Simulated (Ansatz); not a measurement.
## WSe₂ under strain

Level of theory: Ansatz, DFT PBEsol, scalar-relativistic, plane waves, PAW. Settings: 420 eV cutoff, 12×12×2 k-mesh, Gaussian smearing of 0.02 eV, no spin polarisation.

The relaxed crystal:

```xyz
6
Lattice="3.2711 0.0000 0.0000 -1.6355 2.8329 0.0000 0.0000 0.0000 13.2237" Properties=species:S:1:pos:R:3 pbc="T T T"
W     1.6355    0.9443    9.9178
W     0.0000    1.8886    3.3059
Se    0.0000    1.8886   11.5920
Se    1.6355    0.9443    4.9801
Se    0.0000    1.8886    8.2435
Se    1.6355    0.9443    1.6317
```

Deformation: all cell vectors scaled alike, the atoms relaxed, all within the symmetry that the strain leaves. Energies are extrapolated to zero smearing. Gaps are Kohn–Sham gaps over the whole zone.

Spin-orbit coupling is left out, which matters for the bands and energies of heavy elements.

| strain (%) | ΔE (meV/atom) | a (Å) | b (Å) | c (Å) | gap (eV) |
| --- | --- | --- | --- | --- | --- |
| -3.0 | 33.0 | 3.173 | 3.173 | 12.827 | 0.84 |
| -2.0 | 14.1 | 3.206 | 3.206 | 12.959 | 0.92 |
| -1.0 | 3.4 | 3.238 | 3.238 | 13.091 | 0.97 |
| +0.0 | 0.0 | 3.271 | 3.271 | 13.224 | 1.02 |
| +1.0 | 3.2 | 3.304 | 3.304 | 13.356 | 1.06 |
| +2.0 | 12.3 | 3.337 | 3.337 | 13.488 | 1.10 |
| +3.0 | 26.9 | 3.369 | 3.369 | 13.620 | 0.96 |

What stiffness (1/V) d²E/dε² at zero strain does a cubic fit over all points give?

A cubic fit gives (1/V) d²E/dε² = 523 GPa at zero strain (nine times the bulk modulus at fixed shape).

How fast does the gap move with strain on either side?

46 meV per percent on the compressed side and 40 meV per percent on the stretched side; it is indirect at -1.0 %, indirect at zero and indirect at +1.0 %.